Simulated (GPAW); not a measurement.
# How the form of the self-energy moves the gap of TePb (Fm-3m)

Wanted: the gap of TePb (Fm-3m) under several approximations, with cost.

Program: GPAW 26.7.0. Level of theory: PBE and many-body steps on it, plane waves. Results are calculated unless marked as measured.

**What was measured.**

- Gap 0.19 eV: direct gap at L; earlier experiment (Expt. column of Table 1); 4 K; bulk crystal (literature value) (quoted in “Electronic band structure of epitaxial PbTe (111) thin films observed by angle-resolved photoemission spectroscopy”, 2017, arxiv:1704.07516).

- Gap 0.37 eV: thermally activated gap from Seebeck maximum; Seebeck coefficient maximum; bulk crystal (Bridgman-grown p-type crystal, maximum near 450-500 K) (“Site-Specific Contributions to the Band Inversion in a Topological Crystalline Insulator”, 2015, arxiv:1506.06328).

- Gap 0.32 eV: direct gap at L; earlier experiment (Expt. column of Table 1); 300 K; bulk crystal (literature value) (quoted in “Electronic band structure of epitaxial PbTe (111) thin films observed by angle-resolved photoemission spectroscopy”, 2017, arxiv:1704.07516).

Most raw output is cut from this account.

## (1) Set-up

The structure is cubic, space group Fm-3m (No. 225). The conventional cell has a = 6.462 Å, b = 6.462 Å, c = 6.462 Å, α = 90.00°, β = 90.00°, γ = 90.00°. Nearest to Te lie 6 Pb at 3.23 Å. Nearest to Pb lie 6 Te at 3.23 Å. Farther neighbours and most contacts between anions are not listed.

Structure file:

```cif
data_structure
_symmetry_space_group_name_H-M 'Fm-3m'
_symmetry_Int_Tables_number 225
_cell_length_a 6.4620
_cell_length_b 6.4620
_cell_length_c 6.4620
_cell_angle_alpha 90.000
_cell_angle_beta 90.000
_cell_angle_gamma 90.000
_cell_volume 269.84
loop_
_atom_site_label
_atom_site_type_symbol
_atom_site_symmetry_multiplicity
_atom_site_Wyckoff_symbol
_atom_site_fract_x
_atom_site_fract_y
_atom_site_fract_z
_atom_site_occupancy
Te1 Te 4 b 0.50000 0.00000 0.00000 1
Pb1 Pb 4 a 0.00000 0.00000 0.00000 1
```

The cell and positions come from the Crystallography Open Database and are kept as given unless a step says otherwise. Spin-orbit coupling is left out unless a step names it.

## (2) Empty states on the mesh, 4×4×4 mesh, 805 bands

This step: GPAW 26.7.0; DFT, PBE, plane waves, PAW.

The sums over transitions need many empty states on a uniform mesh; this step solves for them.

run.py reads:

```python
import json
import numpy as np
from gpaw.mpi import world
from gpaw import GPAW

calc = GPAW('gs.gpw').fixed_density(kpts={'size': (4, 4, 4), 'gamma': True},
    parallel={'domain': 1, 'band': 1},
    txt='nscf.txt')
calc.diagonalize_full_hamiltonian(nbands=805)
calc.write('full.gpw', mode='all')
res = {}
kpts = calc.get_ibz_k_points()
res['kpts'] = kpts
res['eigenvalues'] = [calc.get_eigenvalues(kpt=k) for k in range(len(kpts))]
res['n_electrons'] = calc.get_number_of_electrons()

if world.rank == 0:
    with open('result.json', 'w') as f:
        json.dump(res, f, default=lambda x: x.tolist())
```

On the command line:

```console
> mpirun -n 4 gpaw python run.py
```

Elapsed: 6.6 s, on 4 MPI ranks of AMD EPYC 9R45, shared host; peak memory 1.5 GiB; 25 s of CPU time.

This step gave:

```yaml
gap: 0.6927 eV
k_of_the_valence_top: 0.5, 0.5, 0.5
k_of_the_conduction_bottom: 0.5, 0.5, 0.5
least_direct_gap: 0.6927 eV
k_points_computed: 8
lowest_point_of_the_top_converged_band_above_the_valence_top: 285.6943 eV
```

On this mesh the gap is 0.693 eV.

## (3) G0W0, Godby-Needs plasmon pole

Now the one-shot GW correction: screening in the RPA, then the self-energy of the levels asked for.

This step: G0W0 on PBE, plane waves, PAW.

run.py reads:

```python
import json
import numpy as np
from gpaw.mpi import world
from gpaw.response.g0w0 import G0W0

gw = G0W0('full.gpw',
    filename='gw',
    kpts=[0, 7],
    bands=(8, 12),
    ecut=180,
    nbands=369,
    integrate_gamma='WS',
    ppa=True)
gw.calculate()
res = {mode: {k: v for k, v in r.items() if k != 'sigma_eskwn'}
       for mode, r in gw.all_results.items()}

if world.rank == 0:
    with open('result.json', 'w') as f:
        json.dump(res, f, default=lambda x: x.tolist())
```

On the command line:

```console
> mpirun -n 4 gpaw python run.py
```

Elapsed: 2.5 min, on 4 MPI ranks; peak memory 1.7 GiB; 10 min of CPU time.

Numbers from this step:

* G0W0 gap on the points computed: 0.8585 eV
* least direct G0W0 gap on the computed points: 0.8585 eV
* Z at the valence top: 0.7882
* Z at the conduction bottom: 0.7971
* starting gap on the mesh: 0.6927 eV
* k of the valence top: 0.5, 0.5, 0.5
* k of the conduction bottom: 0.5, 0.5, 0.5

The gap on the mesh goes from 0.69 eV to 0.86 eV, a correction of +0.17 eV.

## (4) One-shot HSE06

This step: one-shot HSE06 levels on PBE orbitals, plane waves, PAW.

run.py reads:

```python
import json
import numpy as np
from gpaw.mpi import world
from gpaw.hybrids.eigenvalues import non_self_consistent_eigenvalues

dft, vxc, vxc_hyb = non_self_consistent_eigenvalues('full.gpw', 'HSE06', 8, 12, kpt_indices=[0, 7])
res = {'dft': dft[0], 'hybrid': (dft - vxc + vxc_hyb)[0]}
if world.rank == 0:
    with open('hybrid.txt', 'w') as f:
        for k, e0, e1 in zip([0, 7], res['dft'], res['hybrid']):
            print(k, ' '.join(f'{x:9.4f}' for x in e0), '|', ' '.join(f'{x:9.4f}' for x in e1), file=f)

if world.rank == 0:
    with open('result.json', 'w') as f:
        json.dump(res, f, default=lambda x: x.tolist())
```

On the command line:

```console
> mpirun -n 4 gpaw python run.py
```

Run time: 3 s. Hardware: 4 MPI ranks; peak memory 0.72 GiB.

This step gave:

- starting gap on the mesh: 0.6927 eV
- hybrid gap on the mesh: 1.018 eV
- least direct hybrid gap on the computed points: 1.018 eV

## (5) G0W0, extrapolated in the cutoff

This step: G0W0 on PBE, plane waves, PAW.

run.py reads:

```python
import json
import numpy as np
from gpaw.mpi import world
from gpaw.response.g0w0 import G0W0

gw = G0W0('full.gpw',
    filename='gw',
    kpts=[0, 7],
    bands=(8, 12),
    ecut=300.0,
    integrate_gamma='WS',
    ppa=True,
    ecut_extrapolation=True)
gw.calculate()
res = {mode: {k: v for k, v in r.items() if k != 'sigma_eskwn'}
       for mode, r in gw.all_results.items()}

if world.rank == 0:
    with open('result.json', 'w') as f:
        json.dump(res, f, default=lambda x: x.tolist())
```

On the command line:

```console
> mpirun -n 4 gpaw python run.py
```

Run time: 53 min. Hardware: 4 MPI ranks; peak memory 2.5 GiB.

Numbers from this step:

| Item | Value |
| --- | --- |
| quasiparticle gap on the points computed | 0.8997 eV |
| least direct quasiparticle gap on the computed points | 0.8997 eV |
| Z at the valence top | 0.7874 |
| Z at the conduction bottom | 0.7966 |
| starting gap on the mesh | 0.6927 eV |
| k of the valence top | 0.5, 0.5, 0.5 |
| k of the conduction bottom | 0.5, 0.5, 0.5 |
| gaps at the cutoffs of the extrapolation | 0.8775, 0.8797, 0.8820 eV |

Against G0W0 in GPAW (4×4×4 mesh, 369 bands, screening to 180 eV, Godby-Needs plasmon pole), the gap moves by +0.041 eV.

## (6) One-shot Hartree-Fock

This step: one-shot Hartree-Fock levels on PBE orbitals, plane waves, PAW.

run.py reads:

```python
import json
import numpy as np
from gpaw.mpi import world
from gpaw.hybrids.eigenvalues import non_self_consistent_eigenvalues

dft, vxc, vxc_hyb = non_self_consistent_eigenvalues('full.gpw', 'EXX', 8, 12, kpt_indices=[0, 7])
res = {'dft': dft[0], 'hybrid': (dft - vxc + vxc_hyb)[0]}
if world.rank == 0:
    with open('hybrid.txt', 'w') as f:
        for k, e0, e1 in zip([0, 7], res['dft'], res['hybrid']):
            print(k, ' '.join(f'{x:9.4f}' for x in e0), '|', ' '.join(f'{x:9.4f}' for x in e1), file=f)

if world.rank == 0:
    with open('result.json', 'w') as f:
        json.dump(res, f, default=lambda x: x.tolist())
```

On the command line:

```console
> mpirun -n 4 gpaw python run.py
```

It took 3.1 s on 4 MPI ranks; peak memory 0.71 GiB; 11 s of CPU time.

Numbers from this step:

* starting gap on the mesh: 0.6927 eV
* hybrid gap on the mesh: 4.483 eV
* least direct hybrid gap on the computed points: 4.483 eV

## (7) G0W0, full frequency, Hilbert transform

This step: G0W0 on PBE, plane waves, PAW.

run.py reads:

```python
import json
import numpy as np
from gpaw.mpi import world
from gpaw.response.g0w0 import G0W0

gw = G0W0('full.gpw',
    filename='gw',
    kpts=[0, 7],
    bands=(8, 12),
    ecut=180,
    nbands=369,
    integrate_gamma='WS',
    frequencies={'type': 'nonlinear', 'domega0': 0.1, 'omega2': 15.0},
    eta=0.1,
    nblocksmax=True)
gw.calculate()
res = {mode: {k: v for k, v in r.items() if k != 'sigma_eskwn'}
       for mode, r in gw.all_results.items()}

if world.rank == 0:
    with open('result.json', 'w') as f:
        json.dump(res, f, default=lambda x: x.tolist())
```

On the command line:

```console
> mpirun -n 4 gpaw python run.py
```

Wall time 3.7 min (4 MPI ranks); peak memory 4.1 GiB; 15 min of CPU time.

This step gave:

| Quantity | Value |
| --- | --- |
| G0W0 gap on the points computed | 0.8742 eV |
| least direct G0W0 gap on the computed points | 0.8742 eV |
| starting gap on the mesh | 0.6927 eV |
| k of the valence top | 0.5, 0.5, 0.5 |
| k of the conduction bottom | 0.5, 0.5, 0.5 |

Against G0W0 in GPAW (4×4×4 mesh, 369 bands, screening to 180 eV, Godby-Needs plasmon pole), the gap moves by +0.016 eV.

## (8) The runs together

Times are wall times on 4 MPI ranks of AMD EPYC 9R45, shared host, good to a factor of about two.

| run | mesh | bands | screening cutoff (eV) | DFT gap (eV) | gap on the mesh (eV) | direct (eV) | time |
| --- | --- | --- | --- | --- | --- | --- | --- |
| G0W0, Godby-Needs plasmon pole | 4×4×4 | 369 | 180 | 0.693 | 0.858 | 0.858 | 2.5 min |
| one-shot HSE06 | 4×4×4 | - | - | 0.693 | 1.018 | 1.018 | 3 s |
| G0W0, extrapolated in the cutoff | 4×4×4 | - | 300 | 0.693 | 0.900 | 0.900 | 53 min |
| one-shot Hartree-Fock | 4×4×4 | - | - | 0.693 | 4.483 | 4.483 | 3.1 s |
| G0W0, full frequency, Hilbert transform | 4×4×4 | 369 | 180 | 0.693 | 0.874 | 0.874 | 3.7 min |

## (9) What came out

```json
{
 "G0W0, Godby-Needs plasmon pole": "0.858 eV",
 "one-shot HSE06": "1.018 eV",
 "G0W0, extrapolated in the cutoff": "0.900 eV",
 "one-shot Hartree-Fock": "4.483 eV",
 "G0W0, full frequency, Hilbert transform": "0.874 eV",
 "known limits": "not at the basis limit; model gap, bands may invert with spin-orbit coupling; no spin-orbit coupling; coarse k mesh"
}
```

**Reading.** One-shot HSE06: +0.160 eV against G0W0, Godby-Needs plasmon pole. G0W0, extrapolated in the cutoff: +0.041 eV against G0W0, Godby-Needs plasmon pole, at other bands or cutoff, so not like for like. One-shot Hartree-Fock: +3.625 eV against G0W0, Godby-Needs plasmon pole. G0W0, full frequency, Hilbert transform: +0.016 eV against G0W0, Godby-Needs plasmon pole. Bare exchange alone opens the gap to 4.48 eV; against G0W0, correlation takes back 3.62 eV. One-shot hybrid levels are evaluated on the PBE orbitals. Against experiment, by G0W0, Godby-Needs plasmon pole: the direct gap of 0.86 eV lies +0.67 eV from the measured 0.19 eV (direct, 4 K, quoted 2017); the gap of 0.86 eV lies +0.49 eV from the measured 0.37 eV (transport, 2015); the direct gap of 0.86 eV lies +0.54 eV from the measured 0.32 eV (direct, 300 K, quoted 2017). An exciton line or allowed optical edge lies below the quasiparticle gap by the binding energy; a forbidden edge can push the onset above it. These are gaps on the mesh, at modest bands and cutoff. The calculation has static nuclei and no excitons; a measured gap holds zero-point and thermal motion, which in such lone-pair compounds can raise it as well as lower it. With atoms this heavy the missing spin-orbit coupling can matter too. Bands and cutoff are finite, so the gap is not at the basis limit. The miss can reach some tenths of an eV and take either sign; the mesh is an error of its own. These stock PAW sets were not made for GW; the filled d or f shell of Te lies in the frozen core, which bears on start and correction. In the G0W0 runs levels were corrected at 2 k points alone, so a gap called «on the mesh» is the least over those, and an edge elsewhere would be missed. The program warns of a poor linear fit in the extrapolation of some level, so the extrapolated values are rough. The 4×4×4 mesh is coarse for this cell, which bears on the long-range parts of exchange and screening. Where an edge is built on 6p states of lead, bismuth or thallium, scalar-relativistic gaps usually stand too wide, by a few tenths to over one eV. With atoms this heavy and so narrow a gap, spin-orbit coupling can invert the bands. These scalar-relativistic gaps are then model values, not to be set against experiment, and a spin-orbit change taken from DFT can't simply be added.

[Paths, hosts, dates, memory and timing lines, banners, echoed tables and standing remarks are left out of the program output.]

[Logs are printed without paths, hosts, clocks, repeated set-up lines and the standing remarks that a program may print on its own settings, such as how far it seeks lower states.]

[Runs of the session that timed out or met a known fault of the program may be left out.]

[Hosts, paths, dates, database ids (printed as entryN), source tags and the programs' standing remarks are cut or masked in the printed files.]
